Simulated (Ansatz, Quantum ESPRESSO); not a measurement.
**Na: programs and potentials compared**

```
Na
1.0
     3.70038    0.00000    0.00000
    -1.85019    3.20463    0.00000
     0.00000    0.00000   12.53732
Na
4
Direct
  0.66667 0.33333 0.75000
  0.00000 0.00000 0.50000
  0.33333 0.66667 0.25000
  0.00000 0.00000 0.00000
```

This isn't the form of Na at room conditions, which is bcc.

Alike in all runs: task single point; functional PBEsol; k mesh 8 × 8 × 3; occupations fermi-dirac, width 0.05 eV; no spin polarisation; no spin-orbit coupling. Pressure is positive in compression and, in plane waves, holds the error of the finite cutoff, which Ansatz's Pulay term estimates and takes out.

```json
{"program and potentials": "Ansatz, Ansatz PAW", "plane-wave cutoff (eV)": "420", "notes": "potentials made for PBE, which Ansatz adapts in part", "pressure (GPa)": "-0.15"}
{"program and potentials": "Quantum ESPRESSO, GBRV 1.5 PBEsol", "plane-wave cutoff (eV)": "612", "notes": "-", "pressure (GPa)": "-0.16"}
{"program and potentials": "Ansatz, all-electron LAPW, scalar-relativistic", "plane-wave cutoff (eV)": "-", "notes": "-", "pressure (GPa)": "-0.14"}
```

The pressure spans -0.16 (Quantum ESPRESSO, GBRV 1.5 PBEsol) to -0.14 GPa (Ansatz, all-electron LAPW, scalar-relativistic), with all-electron results at -0.14.

Differences between rows come from potentials, basis sets and numerical settings, since the functional is the same but for its coding. Runs on potential files found faulty are left out.
